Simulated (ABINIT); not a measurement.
Ge:

```
CELL_PARAMETERS angstrom
3.99759 0.00000 0.00000
-1.99879 3.46201 0.00000
0.00000 0.00000 6.59938
ATOMIC_POSITIONS crystal
Ge 0.33333 0.66667 0.93710
Ge 0.66667 0.33333 0.43710
Ge 0.33333 0.66667 0.56290
Ge 0.66667 0.33333 0.06290
```

This isn't the form of Ge at room conditions, which is diamond.

Base run:

- Program: ABINIT 10.8.3 (patched build)
- Functional: LDA
- Potentials or basis: JTH PAW PBE v2.0
- Cutoff: 707 eV
- k mesh: 8 × 8 × 4
- Occupations: fermi-dirac, width 0.05 eV
- Spin: no spin polarisation

Its results: pressure -1.9 GPa.

Q: The run is repeated on the same cell with these changes: functional from LDA to PBEsol. What comes out?

A: Pressure 0.1 GPa.

PBEsol binds less tightly than LDA, so the same cell stands under more pressure.

Caveats: the PAW data sets were made with another functional, which shifts forces and pressure a little.
